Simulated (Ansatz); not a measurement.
Crystal: Al.

```xyz
1
Lattice="0.0000 2.0248 2.0248 2.0248 0.0000 2.0248 2.0248 2.0248 0.0000" Properties=species:S:1:pos:R:3 pbc="T T T"
Al    0.0000    0.0000    0.0000
```

Base run:

| Quantity | Value |
| --- | --- |
| Program | Ansatz 0.2.0 |
| Functional | PBE |
| Potentials or basis | all-electron LAPW, scalar-relativistic |
| Cutoff | 115 eV |
| Density cutoff | 462 eV |
| Basis error allowed | 0.002 eV/atom |
| k mesh | 8 × 8 × 8 |
| Occupations | fermi-dirac, width 0.03 eV |
| Spin | no spin polarisation |

Its results: band gap on the k mesh none (metal or under the smearing width); pressure -0.4 GPa.

Q: The run is repeated on the same cell with these changes: k mesh from 8 × 8 × 8 to 6 × 6 × 6. What comes out?

A: Band gap on the k mesh none (metal or under the smearing width); pressure 0.0 GPa.

Caveats: some runs use coarse meshes; the k mesh is thin for a metal, which can move the energy by tens of meV per atom.

Not every run made on this cell is shown here.
